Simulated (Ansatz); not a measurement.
PtS2:

```
CELL_PARAMETERS angstrom
3.54320 0.00000 0.00000
-1.77160 3.06850 0.00000
0.00000 0.00000 5.03880
ATOMIC_POSITIONS crystal
Pt 0.00000 0.00000 0.00000
S 0.66667 0.33333 0.77300
S 0.33333 0.66667 0.22700
```

Base run:

| Quantity | Value |
| --- | --- |
| Program | Ansatz 0.2.0 |
| Functional | HSEsol |
| Potentials or basis | Ansatz PAW |
| Cutoff | 420 eV (not typed: the program's choice for these potentials) |
| k mesh | 5 × 5 × 3 |
| Occupations | fermi-dirac, width 0.05 eV |
| Spin | no spin polarisation |

Its results: band gap on the k mesh 1.88 eV, indirect (least direct gap 2.15 eV); pressure 3.7 GPa; largest force 0.738 eV/Å.

**Question.** The run is repeated on the same cell with these changes: functional from HSEsol to HF. What comes out?

**Answer.** Band gap on the k mesh 7.54 eV, indirect (least direct gap 8.28 eV); pressure 11.7 GPa; largest force 1.183 eV/Å.

Caveats: the k mesh misses the band edges, so the gap on the mesh is wider than the one along the path; spin-orbit coupling is left out, which moves the levels of the heavy elements; the PAW data sets come from PBE, with cores solved anew for the run's functional, which leaves a small shift of forces and pressure; the thresholds are loose for stress; forces of over 1 eV/Å show positions far from the minimum, so gaps and moduli don't describe the material at rest (some runs).
